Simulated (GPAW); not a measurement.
Wanted: an ASE script for a GPAW 26.7.0 run.

```
Task                : relaxation of cell and atoms
Functional          : revPBE
Potentials or basis : the program's PAW data sets (release 1.2.1) made for this functional
Cutoff              : 600 eV
Basis               : pw
k mesh              : 8 × 8 × 8
Occupations         : fermi-dirac, width 0.05 eV
Spin                : no spin polarisation
Maxiter             : 150
Optimizer           : BFGS
Fmax                : 0.02 eV/Å
Max steps           : 60
Convergence         : density=1e-05 forces=0.0001
```

The structure of Si lies in POSCAR:

```
Si
1.0
    0.0000000000      2.7218511865      2.7218511865
    2.7218511865      0.0000000000      2.7218511865
    2.7218511865      2.7218511865      0.0000000000
Si
2
Direct
    0.5000000000      0.5000000000      0.5000000000
    0.7500000000      0.7500000000      0.7500000000
```

These files were run (other wordings do the same):

run.py

```python
from ase.filters import FrechetCellFilter
from ase.io import read, write
from ase.optimize import BFGS
from gpaw import GPAW, PW

atoms = read('POSCAR')

calc = GPAW(mode=PW(600),
            xc='revPBE',
            kpts={'size': (8, 8, 8), 'gamma': True},
            occupations={'name': 'fermi-dirac', 'width': 0.05},
            nbands=11,
            convergence={'density': 1e-05, 'forces': 0.0001},
            maxiter=150,
            txt='gpaw.txt')
atoms.calc = calc
opt = BFGS(FrechetCellFilter(atoms), trajectory='relax.traj', logfile='-')
done = opt.run(fmax=0.02, steps=60)
calc.write('gs.gpw')
write('result.traj', atoms)
print('Converged:', done)
print('Cell:', atoms.cell.cellpar().round(4))
print('Volume:', round(atoms.get_volume(), 4))
print(atoms.get_scaled_positions().round(5))
```

Potentials or basis: the program's PAW data sets (release 1.2.1) made for this functional, pw.

Run with:

```bash
$ OMP_NUM_THREADS=1 python run.py
```

Results of the run:

```
Relaxed volume                         : 20.77 Å³/atom
Relaxed cell                           : a = 3.888 Å, b = 3.888 Å, c = 3.888 Å, α = 60.00°, β = 60.00°, γ = 60.00°
Space group after relaxing (to 0.05 Å) : Fd-3m (No. 227)
Energy gained by relaxing              : 5.3 meV/atom
Ionic steps                            : 3
Pressure after relaxing                : 0.1 GPa
Band gap on the k mesh                 : 0.72 eV, indirect (least direct gap 2.55 eV)
```

Caveat: later steps reuse the first step's grids.

Run time: 25 s on 1 thread of Arm Neoverse V1, with other jobs on the host, peak memory 0.16 GiB.
